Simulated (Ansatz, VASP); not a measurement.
## One calculation of Si, two programs

```
Si
1.0
     2.60849    0.00000    0.00000
    -1.30425    2.25902    0.00000
     0.00000    0.00000    2.40899
Si
1
Direct
  0.00000 0.00000 0.00000
```

Change from the starting cell: strain +0.000 along x and y, -0.025 along z, atoms carried along.

Alike in both runs: task single point; functional LDA; k mesh 24 × 24 × 24; occupations gaussian, width 0.15 eV; no spin polarisation.

|  | VASP | Ansatz |
| --- | --- | --- |
| version | VASP 6.6.1 | Ansatz 0.2.0 |
| potentials or method | VASP PAW LDA potentials, release 64 (Si) | scalar-relativistic, plane waves, PAW |
| plane-wave cutoff (eV) | 520 | 420 |
| valence electrons in the cell | 4 | 4 |

VASP gave:

```
gap on the k mesh at the Fermi level (eV)       : none
pressure (GPa)                                  : 3.6
largest component of the traceless stress (GPa) : 3.28
```

Task: Which values does Ansatz return?

Result: gap on the k mesh at the Fermi level (eV): none; pressure (GPa): 3.5; largest component of the traceless stress (GPa): 3.26.

A gap of «none» marks a metal or a gap that the smearing closes.
